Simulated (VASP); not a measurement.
# Sb (R-3m) in VASP: settings compared

One crystal, Sb, is run at these levels: PBE+D3(BJ), PBE; tasks: relaxation of cell and atoms.

Everything below comes from runs of VASP 6.6.1. Logs are shortened: lines on timing, memory, paths and dates and some standing lists are left out, and cuts for length are marked.

### 1 The structure

Symmetry: R-3m, No. 166, trigonal system. The conventional cell has a = 4.308 Å, b = 4.308 Å, c = 11.274 Å, α = 90.00°, β = 90.00°, γ = 120.00°. Around Sb (site symmetry 3m) lie 3 Sb at 2.91 Å.

### 2 Relaxation of cell and atoms, PBE+D3(BJ), target pressure 6.5 GPa, at which the enthalpy is minimised

Input file INCAR:

```
PREC = Accurate
ENCUT = 600
EDIFF = 1E-6
ISMEAR = 1
SIGMA = 0.1
LREAL = False
LASPH = True
NELM = 80
ALGO = Normal
ISIF = 3
LWAVE = False
LCHARG = False
GGA = PE
IVDW = 12
IBRION = 2
NSW = 90
EDIFFG = -0.01
PSTRESS = 65.0
KPAR = 2
```

Input file KPOINTS:

```
regular mesh
0
Gamma
  10 10 10
```

Input file POSCAR:

```
Sb
1.0
    2.1542000000      1.2437279499      3.7580000000
   -2.1542000000      1.2437279499      3.7580000000
    0.0000000000     -2.4874558998      3.7580000000
Sb
2
Direct
    0.2334900000      0.2334900000      0.2334900000
    0.7665100000      0.7665100000      0.7665100000
```

Potentials or basis: VASP PAW PBE potentials, release 64 (Sb).

Run with:

```bash
$ cat potpaw_PBE.64/Sb/POTCAR > POTCAR
$ mpirun -np 2 vasp_std > vasp.out
```

OUTCAR:

```text
PREC = Accurate
   ENCUT = 600
   EDIFF = 1E-6
   ISMEAR = 1
   LREAL = False
   LASPH = True
   NELM = 80
   ISIF = 3
   GGA = PE
   IVDW = 12
   IBRION = 2
   NSW = 90
   EDIFFG = -0.01
   PSTRESS = 65.0
 IVDW          = 12

 ion  position               nearest neighbor table
   1  0.233  0.233  0.233-   2 2.91   2 2.91   2 2.91   2 3.35   2 3.35   2 3.35
   2  0.767  0.767  0.767-   1 2.91   1 2.91   1 2.91   1 3.35   1 3.35   1 3.35

  LATTYP: Found a trigonal (rhomboedric) cell.
 ALAT       =     4.5066618304
 COS(alpha) =     0.5430253624

  Lattice vectors:

 A1 = (   2.1542000000,   1.2437279499,   3.7580000000)
 A2 = (  -2.1542000000,   1.2437279499,   3.7580000000)
 A3 = (   0.0000000000,  -2.4874558998,   3.7580000000)

Analysis of symmetry for initial positions (statically):
=====================================================================
 Subroutine PRICEL returns:
 Original cell was already a primitive cell.

 Routine SETGRP: Setting up the symmetry group for a
 trigonal (rhombohedral) supercell.

 Subroutine GETGRP returns: Found 12 space group operations
 (whereof 12 operations were pure point group operations)
 out of a pool of 12 trial point group operations.

The static configuration has the point symmetry D_3d.

Analysis of symmetry for dynamics (positions and initial velocities):
=====================================================================
 Subroutine PRICEL returns:
 Original cell was already a primitive cell.

 Routine SETGRP: Setting up the symmetry group for a
 trigonal (rhombohedral) supercell.

 Subroutine GETGRP returns: Found 12 space group operations
 (whereof 12 operations were pure point group operations)
 out of a pool of 12 trial point group operations.

The dynamic configuration has the point symmetry D_3d.

 Subroutine INISYM returns: Found 12 space group operations
 (whereof 12 operations are pure point group operations),
 and found     1 'primitive' translations

----------------------------------------------------------------------------------------

                                     Primitive cell

  volume of cell :      60.4115

  direct lattice vectors                    reciprocal lattice vectors
     2.154200000  1.243727950  3.758000000     0.232104726  0.134005726  0.088699663
    -2.154200000  1.243727950  3.758000000    -0.232104726  0.134005726  0.088699663
     0.000000000 -2.487455900  3.758000000     0.000000000 -0.268011452  0.088699663

  length of vectors
     4.506661830  4.506661830  4.506661830     0.282307932  0.282307932  0.282307932

  position of ions in fractional coordinates (direct lattice)
     0.233490000  0.233490000  0.233490000
     0.766510000  0.766510000  0.766510000

  ion indices of the primitive-cell ions
   primitive index   ion index
                 1           1
                 2           2

----------------------------------------------------------------------------------------

 KPOINTS: regular mesh

Automatic generation of k-mesh.
 Grid dimensions read from file:
 generate k-points for:   10   10   10

 Generating k-lattice:

  Cartesian coordinates                     Fractional coordinates (reciprocal lattice)
     0.023210473  0.013400573  0.008869966     0.100000000  0.000000000 -0.000000000
    -0.023210473  0.013400573  0.008869966     0.000000000  0.100000000 -0.000000000
     0.000000000 -0.026801145  0.008869966    -0.000000000 -0.000000000  0.100000000

  Length of vectors
     0.028230793  0.028230793  0.028230793

  Shift w.r.t. Gamma in fractional coordinates (k-lattice)
     0.000000000  0.000000000  0.000000000

 Subroutine IBZKPT returns following result:
 ===========================================

 Found    116 irreducible k-points:

 Following reciprocal coordinates:
            Coordinates               Weight
  0.000000  0.000000  0.000000      1.000000
  0.100000 -0.000000 -0.000000      6.000000
  0.200000 -0.000000 -0.000000      6.000000
  0.300000 -0.000000 -0.000000      6.000000
  0.400000 -0.000000  0.000000      6.000000
  0.500000 -0.000000 -0.000000      3.000000
[... 16 lines left out ...]
  0.300000  0.300000 -0.000000      6.000000
  0.400000  0.300000 -0.000000     12.000000
 [... further k-points ...]
   k-points           NKPTS =    116   k-points in BZ     NKDIM =    116   number of bands    NBANDS=      9
   number of dos      NEDOS =    301   number of ions     NIONS =      2
   total plane-waves  NPLWV =  46656
   dimension x,y,z NGX =    36 NGY =   36 NGZ =   36
   dimension x,y,z NGXF=    72 NGYF=   72 NGZF=   72
   ions per type =               2
   NGX,Y,Z   is equivalent  to a cutoff of  13.28, 13.28, 13.28 a.u.
   NGXF,Y,Z  is equivalent  to a cutoff of  26.56, 26.56, 26.56 a.u.
 SYSTEM =  unknown system
   PREC   = accura    normal or accurate (medium, high low for compatibility)
   ISTART =      0    job   : 0-new  1-cont  2-samecut
   ICHARG =      2    charge: 1-file 2-atom 10-const
   ISPIN  =      1    spin polarized calculation?
   LNONCOLLINEAR =      F non collinear calculations
   LSORBIT =      F    spin-orbit coupling
   LASPH  =      T    aspherical Exc in radial PAW
   ENCUT  =  600.0 eV  44.10 Ry    6.64 a.u.   9.00  9.00  9.00*2*pi/ulx,y,z
   NELM   =     80;   NELMIN=  2; NELMDL= -5     # of ELM steps
   EDIFF  = 0.1E-05   stopping-criterion for ELM
   LREAL  =      F    real-space projection
   EDIFFG = -.1E-01   stopping-criterion for IOM
   NSW    =     90    number of steps for IOM
   IBRION =      2    ionic relax: 0-MD 1-quasi-New 2-CG
   NFREE  =      1    steps in history (QN), initial steepest desc. (CG)
   ISIF   =      3    stress and relaxation
   ISYM   =      2    0-nonsym 1-usesym 2-fastsym
   POTIM  = 0.5000    time-step for ionic-motion
   TEBEG  =    0.0;   TEEND  =   0.0 temperature during run
   PSTRESS=   65.0 pullay stress
   NELECT =      10.0000    total number of electrons
   NUPDOWN=      -1.0000    fix difference up-down
   EMIN   =  10.00;   EMAX   =-10.00  energy-range for DOS
   EFERMI =   0.00;   METHOD = LEGACY
   ISMEAR =     1;   SIGMA  =   0.10  broadening in eV -4-tet -1-fermi 0-gaus
   EFERMI_NEDOS =   21; number of points for ismear=-14 and -15
   IALGO  =     38    algorithm
   IMIX   =      4    mixing-type and parameters
     AMIX     =   0.40;   BMIX     =  1.00
     AMIX_MAG =   1.60;   BMIX_MAG =  1.00
  volume/ion in A,a.u.               =      30.21       203.84
  Fermi-wavevector in a.u.,A,eV,Ry     =   0.898880  1.698637 10.993305  0.807985
  Thomas-Fermi vector in A             =   2.021644
   LORBIT       =      0    0 simple, 1 ext, 2 COOP (PROOUT), +10 PAW based schemes
   GGA     = PE    functional components
   LHFCALC =     F    Hartree Fock is set to
   AEXX    =    0.0000 exact exchange contribution
   IVDW    =    12    specifies the selected vdW correction
   LEPSILON=     F    determine dielectric tensor
   LRPA    =     F    only Hartree local field effects (RPA)
 conjugate gradient relaxation of ions
 non-spin polarized calculation
 Methfessel and Paxton  Order N= 1 SIGMA  =   0.10
  energy-cutoff  :      600.00
  volume of cell :       60.41
 maximum number of plane-waves:      2036
   NGX = 17   NGY = 17   NGZ = 17

--------------------------------------- Ionic step        1  -------------------------------------------

 number of electron      10.0000000 magnetization

 Free energy of the ion-electron system (eV)
  ---------------------------------------------------
  ext. energy  EPLUGINS =         0.00000000
  ---------------------------------------------------
  free energy    TOTEN  =        -8.25296810 eV

  energy without entropy =       -8.25298583  energy(sigma->0) =       -8.25297401

------------------------ aborting loop because EDIFF is reached ----------------------------------------

 Edisp (eV)   -0.94507

 E8    (eV) :    -0.4410

  FORCE on cell =-STRESS in cart. coord.  units (eV):
  Direction    XX          YY          ZZ          XY          YZ          ZX
  --------------------------------------------------------------------------------------
  -------------------------------------------------------------------------------------
  Total       0.15152     0.15152    -0.08375     0.00000     0.00000     0.00000
  in kB       4.01846     4.01846    -2.22108     0.00000     0.00000     0.00000
  external pressure =      -63.06 kB  Pullay stress =       65.00 kB
[... 101 lines left out ...]
  FREE ENERGIE OF THE ION-ELECTRON SYSTEM (eV)
  ---------------------------------------------------
  free  energy   TOTEN  =        -9.0979665184 eV

  energy  without entropy=       -9.0980341805  energy(sigma->0) =       -9.09798907

  enthalpy is  TOTEN    =        -6.8635963844 eV   P V=        2.2343701340

 E-fermi :   8.2329     XC(G=0):  -9.9699

 val. band max:        8.2276694205   @ k =  -0.2000   0.2000   0.0000
 cond. band min:       8.2331352287   @ k =   0.3000   0.2000   0.2000
 fundamental gap:      0.0054658082
 Fermi energy:         8.2328667086

 k-point     1 :       0.0000    0.0000    0.0000
  band No.  band energies     occupation
      1      -4.8538      2.00000
      2       4.1440      2.00000
      3       6.3207      2.00000
      4       6.3207      2.00000
      5       6.5527      2.00000
      6      11.5737      0.00000
      7      11.6728      0.00000
      8      11.6728      0.00000
      9      12.8165      0.00000
[... 265 lines left out ...]
 k-point    24 :       0.4000    0.3000   -0.0000
  band No.  band energies     occupation
      1      -2.9808      2.00000
      2       0.8104      2.00000
      3       3.8336      2.00000
      4       4.7685      2.00000
      5       4.8102      2.00000
      6      10.6825      0.00000
      7      12.6586      0.00000
      8      12.9217      0.00000
      9      13.3870      0.00000

 [... further k-points ...]

[... ionic steps 4 to 14 ...]

--------------------------------------- Ionic step       15  -------------------------------------------

 number of electron      10.0000000 magnetization

------------------------ aborting loop because EDIFF is reached ----------------------------------------

 Edisp (eV)   -1.08855

 E8    (eV) :    -0.5073
[... 73 lines left out ...]
  enthalpy is  TOTEN    =        -6.9425275359 eV   P V=        2.1334235428

--------------------------------------- Ionic step       17  -------------------------------------------

 number of electron      10.0000000 magnetization

 Free energy of the ion-electron system (eV)
  ---------------------------------------------------
  ext. energy  EPLUGINS =         0.00000000
  ---------------------------------------------------
  free energy    TOTEN  =        -7.98566364 eV

  energy without entropy =       -7.98542837  energy(sigma->0) =       -7.98558522

 E-fermi :   8.8588     XC(G=0): -10.1747

 val. band max:        8.8282388951   @ k =  -0.4000   0.1000   0.0000
 cond. band min:       8.8802533424   @ k =   0.4000   0.3000   0.3000
 fundamental gap:      0.0520144473
 Fermi energy:         8.8587938920

 k-point     1 :       0.0000    0.0000    0.0000
  band No.  band energies     occupation
      1      -4.6081      2.00000
      2       5.1191      2.00000
      3       6.9325      2.00000
      4       6.9325      2.00000
      5       6.9790      2.00000
      6      12.4047      0.00000
      7      12.4212      0.00000
      8      12.4212      0.00000
      9      13.4520      0.00000
[... 265 lines left out ...]
 k-point    24 :       0.4000    0.3000   -0.0000
  band No.  band energies     occupation
      1      -2.6279      2.00000
      2       1.4469      2.00000
      3       4.2529      2.00000
      4       5.1543      2.00000
      5       5.3192      2.00000
      6      11.1868      0.00000
      7      13.5131      0.00000
      8      13.7393      0.00000
      9      14.4000      0.00000

 [... further k-points ...]

------------------------ aborting loop because EDIFF is reached ----------------------------------------

 Edisp (eV)   -1.08956

 E8    (eV) :    -0.5078

  FORCE on cell =-STRESS in cart. coord.  units (eV):
  Direction    XX          YY          ZZ          XY          YZ          ZX
  --------------------------------------------------------------------------------------
  -------------------------------------------------------------------------------------
  Total       2.11950     2.11950     2.13784     0.00000     0.00000     0.00000
  in kB      64.59864    64.59864    65.15779     0.00000     0.00000     0.00000
  external pressure =       -0.21 kB  Pullay stress =       65.00 kB
[... 17 lines left out ...]
  FREE ENERGIE OF THE ION-ELECTRON SYSTEM (eV)
  ---------------------------------------------------
  free  energy   TOTEN  =        -9.0752228079 eV

  energy  without entropy=       -9.0749875346  energy(sigma->0) =       -9.07514438

  enthalpy is  TOTEN    =        -6.9425576154 eV   P V=        2.1326651925

 reached required accuracy - stopping structural energy minimisation
```

It took 1.7 min on 2 MPI ranks of Intel Xeon 6975P-C (Granite Rapids), shared host; peak memory 0.26 GiB.

Results:

```
Free energy                                            : -9.0752 eV
Relaxed volume                                         : 26.28 Å³/atom
Relaxed cell                                           : a = 4.200 Å, b = 4.200 Å, c = 4.200 Å, α = 60.16°, β = 60.16°, γ = 60.16°
Space group after relaxing (to 0.05 Å)                 : Pm-3m (No. 221)
Energy change on relaxing (the enthalpy is what falls) : +61.4 meV/atom
Ionic steps                                            : 17
Pressure after relaxing                                : 6.5 GPa
Largest force after relaxing                           : 0.007 eV/Å
Band gap on the k mesh                                 : none (metal or under the smearing width)
Dispersion energy per atom                             : -0.545 eV
```

Forces in eV/Å, atoms in the order of the input:
```
Sb   0.000  0.000 -0.007
Sb   0.000  0.000  0.007
```

The path:
```
step  energy change (eV)  largest force (eV/Å)  pressure (GPa)  volume (Å³)
   1              0.0000                0.2263            0.19        60.41
   2              0.3848                1.2426           15.08        50.60
   3              0.1001                0.7131            6.70        55.07
   4              0.0926                0.3756            6.74        54.30
   5              0.1193                0.0956            7.08        53.03
   6              0.1307                0.0789            7.30        52.71
   7              0.1466                0.1244            7.60        52.27
   8              0.1792                0.0897            8.75        51.41
   9              0.0544                0.0026            2.63        55.08
  10              0.1226                0.0187            6.47        52.58
  11              0.1217                0.0176            6.42        52.60
  12              0.1226                0.0085            6.46        52.58
  13              0.1242                0.0089            6.53        52.53
  14              0.1240                0.0069            6.54        52.54
  15              0.1209                0.0082            6.39        52.62
  16              0.1221                0.0077            6.45        52.59
  17              0.1228                0.0070            6.48        52.57
```

Final structure:
```
CELL_PARAMETERS angstrom
2.10489 1.21526 3.42509
-2.10489 1.21526 3.42509
0.00000 -2.43051 3.42509
ATOMIC_POSITIONS crystal
Sb 0.25014 0.25014 0.25014
Sb 0.74986 0.74986 0.74986
```

Caveat: the cell is relaxed towards a set pressure, so the enthalpy falls and the energy may rise; pairwise dispersion overbinds metals, which lowers pressure and volume.

[end of part 1 of 3]
